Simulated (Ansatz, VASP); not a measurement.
## CsSnI3: VASP beside Ansatz

```xyz
5
Lattice="6.1218 0.0000 0.0000 0.0000 6.1218 0.0000 0.0000 0.0000 6.1218" Properties=species:S:1:pos:R:3 pbc="T T T"
Cs    0.0000    0.0000    0.0000
I     3.0609    3.0609    0.0000
I     3.0609    0.0000    3.0609
I     0.0000    3.0609    3.0609
Sn    3.0609    3.0609    3.0609
```

Change from the starting cell: volume scaled by 0.96.

Alike in both runs: task single point; functional PBEsol; k mesh 5 × 5 × 5; occupations fermi-dirac, width 0.05 eV; no spin polarisation.

```csv
,VASP,Ansatz
version,VASP 6.6.1,Ansatz 0.2.0
potentials or method,"VASP PAW PBE potentials, release 64 (Cs_sv, I, Sn_d), cutoff 520 eV","all-electron LAPW, scalar-relativistic"
```

```csv
,VASP,Ansatz,Ansatz less VASP
gap on the k mesh at the Fermi level (eV),1.69,1.69,+0.003
least direct gap on the mesh (eV),1.69,1.69,+0.003
pressure (GPa),0.0,0.0,0.00
```

Ansatz ran all-electron here, so the differences hold the error of VASP's frozen core and of both bases.

Caveats: spin-orbit coupling is left out, which moves the levels of the heavy elements; an odd mesh through Γ misses points on the zone boundary, where band edges often lie; the PAW data sets were made with another functional, which shifts forces and pressure a little (VASP).
